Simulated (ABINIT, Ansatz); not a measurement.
# KBr (Fm-3m): modes at Γ and the response to a field, part 3 of 3

Which modes does KBr (Fm-3m) have at the zone centre?

ABINIT 10.8.3; DFT LDA, scalar-relativistic, plane waves, PseudoDojo norm-conserving pseudopotentials.

So far, mean static dielectric tensor (ions relaxed, fixed cell): step 6 (modes with the sum rule) 4.84.

### 8. Cross-check with Ansatz

The same cell, potentials and cutoff go through another code, on another k mesh. Its k mesh is centred on Γ.

This step: DFT LDA, scalar-relativistic, plane waves, PseudoDojo norm-conserving pseudopotentials (Ansatz 0.2.0).

File input.yaml:

```yaml
crystal:
  lattice:
    - [0.0, 3.1850567282, 3.1850567282]
    - [3.1850567282, 0.0, 3.1850567282]
    - [3.1850567282, 3.1850567282, 0.0]
  atoms:
    - { symbol: K, position: [0.0, 0.0, 0.0] }
    - { symbol: Br, position: [0.5, 0.5, 0.5] }
kpoints:
  mp_grid: { grid: [6, 6, 6] }
hamiltonian:
  xc: lda
  pseudopotentials: { kind: nc, accuracy: standard }
scf:
  occupations: { method: fixed }
output:
  eigenvalues: true
basis:
  ecutwfc: 870.764
phonons:
  method: dfpt
  dielectric: true
  rigid_motions: translations
```

The run is started by

```sh
$ ansatz run input.yaml --threads 2 --pin off --max-ram 4096MiB --backend cpu --events-out ev --progress --plain --runs-dir out
```

Output:

```text
Warning: basis.ecutwfc = 870.764 eV is below the records' recommended 979.609905 eV, and the density's cutoff is lower with it unless basis.ecutrho_ratio is high enough to keep the records' density cutoff: compare with a run at a higher cutoff
Engine: ansatz 0.2.0, x86_64-unknown-linux-gnu
Pseudopotentials: kind: nc
Pseudopotential: K, nc, valence charge 9, recommended cutoff 979.609905 eV (normal), K.nc.azcp (PseudoDojo's, or run here from an input of PseudoDojo's; its table is named by hamiltonian.pseudopotentials.accuracy)
Pseudopotential: Br, nc, valence charge 7, recommended cutoff 598.650497 eV (normal), Br.nc.azcp (PseudoDojo's, or run here from an input of PseudoDojo's; its table is named by hamiltonian.pseudopotentials.accuracy)
Functional definition: SPW92
  exchange = slater_x
  correlation = pw_c
Crystal: 2 atoms, lattice volume = 64.622 Å³
Basis set: ecut = 870.764 eV, 3719 PW (Γ), exchange–correlation on 90×90×90 points (8 copies of the dense FFT grid, shifted against one another)
Bands: 12, of which v1, the nominal top of the filled ones, is band 8 counted from 1 (7 counted from 0)
Symmetry: 48 space group operations
k-points: 30 of 216 (irreducible under 8 space group operations, time reversal used)
Non-local potential: K, projectors of the file, l = 0: 2, l = 1: 2, l = 2: 2
Non-local potential: Br, projectors of the file, l = 0: 2, l = 1: 2, l = 2: 2
Initial density: superposition of atomic densities (chi_scale 0.1, normalization cell, long waves kept (reshape's long-wave potential 0.00 eV rms))
Initial wavefunctions: pseudopotential atomic-orbital guess
Functional: x = slater, c = lda
SCF iter   1: F=—  HF=-1247.904222 eV  |F-HF|=—  |Δ(HF+E_count)|=         —  Δρ=3.86e-2  dr2=1.57e0  ethr=3.10e-3  ⟨swp⟩=6.5  Hψ=2365  notcnv=0  defer=60
preconditioner: auto → none  [insulator: Δε(μ)=3.460 eV  Ē_g=14.761 eV  n_scr=14 (ndim 8)  ℏωp=17.3 eV  f_vac=0.000  ε∞_Penn≈2.4]
SCF iter   2: F=—  HF=-1247.206417 eV  |F-HF|=—  |Δ(HF+E_count)|=   6.98e-1  Δρ=8.56e-3  dr2=6.86e-2  ethr=3.10e-3  ⟨swp⟩=3.9  Hψ=1110  notcnv=0  defer=56
SCF iter   3: F=—  HF=-1247.187334 eV  |F-HF|=—  |Δ(HF+E_count)|=   1.91e-2  Δρ=3.78e-3  dr2=8.65e-3  ethr=4.29e-4  ⟨swp⟩=3.2  Hψ=591  notcnv=0  defer=60
SCF iter   4: F=—  HF=-1247.186028 eV  |F-HF|=—  |Δ(HF+E_count)|=   1.31e-3  Δρ=9.84e-4  dr2=9.60e-4  ethr=5.41e-5  ⟨swp⟩=3.0  Hψ=459  notcnv=0  defer=58
SCF iter   5: F=—  HF=-1247.185928 eV  |F-HF|=—  |Δ(HF+E_count)|=   1.00e-4  Δρ=1.14e-4  dr2=1.12e-5  ethr=6.00e-6  ⟨swp⟩=3.9  Hψ=664  notcnv=0  defer=58
SCF iter   6: F=—  HF=-1247.185929 eV  |F-HF|=—  |Δ(HF+E_count)|=   6.60e-7  Δρ=1.63e-5  dr2=2.37e-7  ethr=7.01e-8  ⟨swp⟩=2.5  Hψ=565  notcnv=0  defer=58
SCF iter   7: F=—  HF=-1247.185964 eV  |F-HF|=—  |Δ(HF+E_count)|=   3.57e-5  Δρ=1.50e-6  dr2=8.84e-10  ethr=1.48e-9  ⟨swp⟩=2.2  Hψ=594  notcnv=0  defer=52
SCF iter   8: F=-1247.185964 eV  HF=-1247.185964 eV  |F-HF|=2.93e-11  |Δ(HF+E_count)|=   1.11e-9  Δρ=2.65e-7  dr2=3.68e-11  ethr=1.00e-12  ⟨swp⟩=14.8  Hψ=3695  notcnv=0
SCF 1 converged in 8 iterations: F = -1247.185964 eV  dr2 = 3.68e-11
NSCF: frozen V_eff on 2 k-points
DFPT response loops at Γ: preconditioner auto → none (the input reference at scf.mixing.eps_inf says where Resta's filter doesn't serve); β = 0.50; Broyden in place of MSR1
── the response to a field inside a basis, on 6×6×6 k-points: an SCF that follows is theirs, and a resumed run solves both again ──
Bands: 9, of which v1, the nominal top of the filled ones, is band 8 counted from 1 (7 counted from 0)
k-points: 28 of 216 (irreducible under 12 space group operations)
Initial density: handed on by an earlier stage of this run
Initial wavefunctions: pseudopotential atomic-orbital guess (no wavefunctions were taken with the density)
Eigensolver: Dense (28 Hₖ)
SCF iter   1: F=—  HF=-1247.185165 eV  |F-HF|=—  |Δ(HF+E_count)|=         —  Δρ=1.66e-4  dr2=1.46e-6  ethr=1.00e-1
preconditioner: auto → none  [insulator: Δε(μ)=4.572 eV  Ē_g=13.064 eV  n_scr=14 (ndim 8)  ℏωp=17.3 eV  f_vac=0.030  ε∞_Penn≈2.8]
SCF iter   2: F=—  HF=-1247.185166 eV  |F-HF|=—  |Δ(HF+E_count)|=   1.03e-6  Δρ=8.26e-5  dr2=3.56e-7  ethr=9.13e-9
SCF iter   3: F=-1247.185167 eV  HF=-1247.185167 eV  |F-HF|=5.30e-9  |Δ(HF+E_count)|=   3.66e-7  Δρ=3.27e-6  dr2=7.14e-9  ethr=2.23e-9
SCF 1 converged in 3 iterations: F = -1247.185167 eV  dr2 = 7.14e-9
DFPT response loops at Γ: mixed as the last ones told, above
SCF converged after 8 iterations
Free energy (F): -1247.185964 eV
Harris-Foulkes:  -1247.185964 eV  (|F-HF|=2.93e-11)
Internal energy: -1247.185964 eV  (E = F + TS)
E sigma→0 (E₀):  -1247.185964 eV
Fermi energy:    1.613171 eV
--- Per-component energies (eV) ---
  E_band       = -123.145642
  E_kinetic    = 400.239856
  E_local      = -932.270833  (includes V_loc(G=0)·N_el)
  E_nonlocal   = 179.553622
  E_hartree    = 245.376142
  E_xc         = -311.228779
  E_vxc        = -261.420430  (∫ρ·V_xc dr)
  E_ewald      = -828.855972
  E_smearing   = -0.000000  (= −TS)
  E_closure    = -0.000000  (closes the sum)
  Σ components = -1247.185964   (vs F -1247.185964, Δ=0.00e0)
--- Band table (eV; the first three rows and the last of 30) ---
  k-point 0: bands = [... 4 lower, -9.3284, 1.6132, 1.6132, 1.6132, 5.9376, 8.9676, 8.9676, 8.9676]
  k-point 1: bands = [... 4 lower, -9.2508, 1.1401, 1.4905, 1.4905, 6.6876, 8.8351, 9.3304, 9.3304]
  k-point 2: bands = [... 4 lower, -9.1060, 0.4266, 1.2646, 1.2646, 7.7630, 9.3004, 10.3016, 10.3016]
  k-point 29: bands = [... 4 lower, -9.2593, 0.7681, 1.0067, 1.0737, 7.8907, 9.6605, 9.8750, 11.0070]
--- Phonons (Γ-DFPT): 2 representative perturbations + reference, on 30 of 216 k-points (Σ response iterations 7) ---
  k mesh reduced under 8 symmetry operations, with k and −k counted as one. Each operation leaves every solved perturbation unchanged. A smaller set is not considered because the run solves the response to a homogeneous field
  ASR residual: 1.038e-3 → 0.000e0 eV/Å²; symmetrization residual: 3.245e-6 eV/Å²
  ASR residual per site (eV/Å²): 1.04e-3 4.15e-5
  Γ frequencies (cm⁻¹): 0.00 0.00 0.00 130.03 130.03 130.03
  ε∞ (high-frequency dielectric tensor):
        2.760358    -0.000000     0.000000
       -0.000000     2.760358    -0.000000
        0.000000    -0.000000     2.760358
  ε⁰ (static dielectric tensor: ions relaxed, cell fixed):
        4.845989     0.000000     0.000000
        0.000000     4.845989    -0.000000
        0.000000    -0.000000     4.845989
  ε⁰ − ε∞ (ionic part):
        2.085632     0.000000    -0.000000
        0.000000     2.085632     0.000000
       -0.000000     0.000000     2.085632
  softest optical mode at Γ: 130.03 cm⁻¹; the repairs (sum rule, projections) moved no ω² at Γ by more than (2.71 cm⁻¹)²
  Born effective charges Z* (e; rows j = field, columns β = displacement):
    site 0:
         1.10261    0.00000    0.00000
         0.00000    1.10261    0.00000
        -0.00000   -0.00000    1.10261
    site 1:
        -1.10261   -0.00000   -0.00000
        -0.00000   -1.10261   -0.00000
         0.00000    0.00000   -1.10261
  Z* charge neutrality: 1.747e-4 e pre-enforcement
  solved inside a basis spanned on kpoints, on 6×6×6 k-points, its susceptibility summed on 10×10×10: ε∞ is read to err by 5.4e-3, Z* by 9.5e-3 e (field_mesh: kpoints solves on kpoints); Z* is corrected for what the basis lacks
  optical modes at Γ without the LO–TO term, one row a degenerate level:
      ω (cm⁻¹)  modes    IR ((D/Å)²/amu)
        130.03      3             3.2052
  optical modes at Γ + LO–TO along q̂ = [1.0000, 0.0000, 0.0000]:
      ω (cm⁻¹)  modes    IR ((D/Å)²/amu)
        130.03      2             2.1368
        172.29      1             1.0684
  optical modes at Γ + LO–TO along q̂ = [0.0000, 1.0000, 0.0000]:
      ω (cm⁻¹)  modes    IR ((D/Å)²/amu)
        130.03      2             2.1368
        172.29      1             1.0684
  optical modes at Γ + LO–TO along q̂ = [0.0000, 0.0000, 1.0000]:
      ω (cm⁻¹)  modes    IR ((D/Å)²/amu)
        130.03      2             2.1368
        172.29      1             1.0684
```

Wall time 36 s (2 threads of Intel Xeon at 2.70GHz, shared host); peak memory 0.63 GiB.

Read from the output:

```yaml
sum_rule_residual_before_enforcement: 0.001038 eV/Å²
miss_of_the_charge_sum_rule: 1.75e-4 e
estimated_error_of_the_dielectric_tensor: 0.005414
estimated_error_of_the_born_charges: 0.009546 e
mean_high_frequency_dielectric_constant: 2.760
largest_born_charge_in_size_third_of_the_trace: 1.103 e
mean_static_dielectric_constant: 4.846
```

Transverse modes. Lines of the infrared spectrum (strongest = 100):

```csv
position (cm⁻¹),label,"IR intensity ((D/Å)²/amu), degenerate modes summed, relative"
130,T1u,100
```

### 9. The two compared: ABINIT PseudoDojo and Ansatz, PseudoDojo

Worked out from the results:

```yaml
root_mean_square_difference: 0.01 cm⁻¹
largest_difference: 0.01 cm⁻¹
```

Frequencies side by side, by row:

```
q (reciprocal lattice)  mode  ABINIT PseudoDojo (cm⁻¹)  Ansatz, PseudoDojo (cm⁻¹)
                 0 0 0     1                         0                          0
                 0 0 0     2                         0                          0
                 0 0 0     3                         0                          0
                 0 0 0     4                       130                        130
                 0 0 0     5                       130                        130
                 0 0 0     6                       130                        130
```

The two runs side by side. Further quantities:

| quantity | ABINIT PseudoDojo | Ansatz, PseudoDojo |
| --- | --- | --- |
| mean ε∞ | 2.759 | 2.76 |
| largest Born charge in size (e; the first before, the second after the charge sum rule) | 1.102 | 1.103 |
| summed IR intensity ((D/Å)²/amu) | 3.201 | 3.205 |

At the zone centre the largest difference (acoustic modes at Γ apart) is 0.008 % of the highest mode.

### 10. Summary of results

* space group after relaxation: Fm-3m
* volume per atom: 32.3 Å³
* highest optical zone-centre mode (no LO-TO term): 130.0 cm⁻¹
* highest mode moved by the LO-TO term: 172.3 cm⁻¹
* mean high-frequency dielectric constant: 2.76
* largest Born charge in size (third of the trace): 1.10 e
* mean static dielectric constant: 4.84
* imaginary optical modes at the zone centre (no q mesh in this session): none
* largest difference from Ansatz, PseudoDojo: 0.01 cm⁻¹

What this shows: At the LDA level the optical modes of KBr (Fm-3m) at the zone centre (no LO-TO term) lie at 130 cm⁻¹. Along the directions run, the highest mode that the macroscopic field moves lies at 172 cm⁻¹. Lattice motion raises the mean dielectric constant from 2.759 to 4.842. The Born charge of K is 1.102 e against a formal charge of +1, somewhat above it. The Lyddane-Sachs-Teller relation holds: (ωLO/ωTO)² is 1.75 and ε₀/ε∞ is 1.75. ABINIT PseudoDojo and Ansatz, PseudoDojo agree to 0.01 cm⁻¹ (0.008 % of the highest mode compared) on all solved modes but the acoustic ones at Γ, without the LO-TO term. These are harmonic frequencies at zero temperature: anharmonic shifts and linewidths and thermal expansion are left out. Ansatz warns that the cutoff lies 11 % under the one recommended for these files; agreement at one cutoff is not convergence.

[Host names and launcher messages were left out of these logs when they were recorded.]

[Logs are printed without paths, hosts, clocks, repeated set-up lines and the standing remarks that a program may print on its own settings, such as how far it seeks lower states.]

[Hosts, paths, dates, database ids (printed as entryN), source tags and the programs' standing remarks are cut or masked in the printed files.]
